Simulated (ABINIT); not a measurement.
Crystal: NaI.

```
I Na
1.0
     0.00000    3.23640    3.23640
     3.23640    0.00000    3.23640
     3.23640    3.23640    0.00000
I Na
1 1
Direct
  0.50000 0.50000 0.50000
  0.00000 0.00000 0.00000
```

Base run:

* Program: ABINIT 10.8.3 (patched build)
* Functional: r2SCAN
* Potentials or basis: PseudoDojo NC SR PBE v0.4.1 standard
* Cutoff: 1442 eV
* k mesh: 7 × 7 × 7
* Occupations: fermi-dirac, width 0.05 eV
* Spin: no spin polarisation

Its results: band gap on the k mesh 4.28 eV, direct; pressure -0.2 GPa.

Question: The run is repeated on the same cell with these changes: potentials or basis from PseudoDojo NC SR PBE v0.4.1 standard to SG15 NC PBE v1.2; cutoff from 1442 eV to 1306 eV; valence electrons from 16 to 26. What comes out?

Answer: Band gap on the k mesh 4.41 eV, direct; pressure -0.2 GPa.

Caveats: the potentials were made for another functional, which shifts forces and pressure; spin-orbit coupling is left out, which moves the levels of the heavy elements; a meta-GGA on potentials with a model core is unreliable (some runs).
